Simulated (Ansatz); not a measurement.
Here is an Ansatz 0.2.0 calculation.

input.yaml

```yaml
crystal:
  lattice:
    - [0.0, 2.60165, 2.60165]
    - [2.60165, 0.0, 2.60165]
    - [2.60165, 2.60165, 0.0]
  atoms:
    - { symbol: S, position: [0.5, 0.5, 0.5] }
    - { symbol: Mg, position: [0.0, 0.0, 0.0] }
hamiltonian:
  xc: pbe
  pseudopotentials: { kind: paw }
kpoints:
  mp_grid: { grid: [7, 7, 7] }
scf:
  occupations: { method: fixed }
output:
  forces: true
  stress: true
elastic:
  mode: clamped_ion
  stencil: two_point
```

Potentials or basis: Ansatz PAW.

Run with:

```sh
$ ansatz run input.yaml --threads 2 --pin off --max-ram 5632MiB --backend cpu --events-out ev --progress --plain --runs-dir out
```

Q: Predict the clamped-ion elastic constants C11, C12, C44.

A: 149, 43, 55 GPa.

Q: What does it give for the Voigt bulk modulus?

A: 79 GPa.

Q: What does it give for the pressure?

A: 1.2 GPa.

Q: Estimate the band gap on the k mesh.

A: 3.00 eV, indirect (least direct gap 3.72 eV).

Elastic tensor in Voigt notation (GPa, ions clamped, in the Cartesian axes of the cell as first typed):
```
149  43  43   0   0   0
 43 149  43   0   0   0
 43  43 149   0   0   0
  0   0   0  55   0   0
  0   0   0   0  55   0
  0   0   0   0   0  55
```

Caveat: odd divisions of the mesh miss points on the zone boundary, where band edges often lie, so the gap on the mesh can be too wide. A k mesh can miss the band edges.
